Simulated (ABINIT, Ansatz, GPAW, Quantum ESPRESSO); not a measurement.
**How the equilibrium volume moves from PBE to PBEsol**

Computed equilibrium volume (Å³/atom) at each level. Volumes are each level's own minimum, from an equation of state or a relaxation of the cell. Space groups are those of the starting cells. Spin polarisation and spin-orbit coupling are off unless named.

- PBE: ABINIT (PseudoDojo NC SR PBE v0.4.1 standard) for TiB2, MoSi2, WSi2; Ansatz (all-electron LAPW, scalar-relativistic) for BaTiO3; GPAW (GPAW PAW data sets (gpaw-data 1.2.1)) for Na2S; Quantum ESPRESSO (PseudoDojo 0.4.1 SR PBE standard) for K; cutoffs 800 to 1143 eV for plane waves; k meshes of 343 to 729 points
- PBEsol: ABINIT (JTH PAW PBE v2.0, made for PBE) for MoSi2, WSi2; ABINIT (PseudoDojo NC SR PBEsol v0.4.1 standard) for TiB2; Ansatz (all-electron LAPW, scalar-relativistic) for BaTiO3; GPAW (PAW data sets generated for this functional) for Na2S; Quantum ESPRESSO (PseudoDojo 0.4.1 SR PBEsol standard) for K; cutoffs 408 to 1143 eV for plane waves; k meshes of 343 to 1728 points

| crystal | PBE | PBEsol |
| --- | --- | --- |
| TiB2 (P6/mmm, 3 atoms) | 8.552 | 8.383 |
| BaTiO3 (Pm-3m) | 12.987 | 12.513 |
| MoSi2 (I4/mmm, 3 atoms) | 13.588 | 13.286 |
| WSi2 (I4/mmm, 3 atoms) | 13.680 | 13.374 |
| Na2S (Fm-3m) | 23.601 | 22.975 |
| K (Im-3m) | 73.904 | 71.092 |

Task: How do the values move from PBE?

Result: PBEsol lies below PBE in 6 of 6 crystals, with a median shift of -2.4 % (-3.8 % for K to -2.0 % for TiB2). The figures use the values as printed. Spin-orbit coupling, where left out, moves volumes and moduli of the heaviest elements a little. Meshes of this size aren't converged for the metals. Columns can differ in potentials, cutoffs and meshes within a row, which adds scatter of its own. Where several set-ups ran one level, the entry is one near their median; a run lay far from it for BaTiO3.

PBEsol contracts every crystal in the set, from stiff TiB2 to soft K. Its exchange energy rises less steeply with the density gradient than PBE's, so it gives less reward to the more inhomogeneous density of an expanded lattice. How far the volume then moves depends on the difference in pressure between the functionals and on the stiffness of the crystal. This probably explains the two extremes: K has weak metallic bonding and a shallow energy curve, whereas the covalent boron network of TiB2 resists compression. Stiffness alone doesn't order the whole set, however, since BaTiO3 contracts by a larger fraction than the softer Na2S.

MoSi2 and WSi2 have nearly equal volumes at both levels, as expected for two metals of the same group: the poorly screening filled 4f shell of tungsten largely offsets the size of its additional shell. Their similar response to the functional fits this shared bonding. The comparison establishes the direction of the shift, but without experimental volumes it doesn't show which functional is more accurate for these crystals.
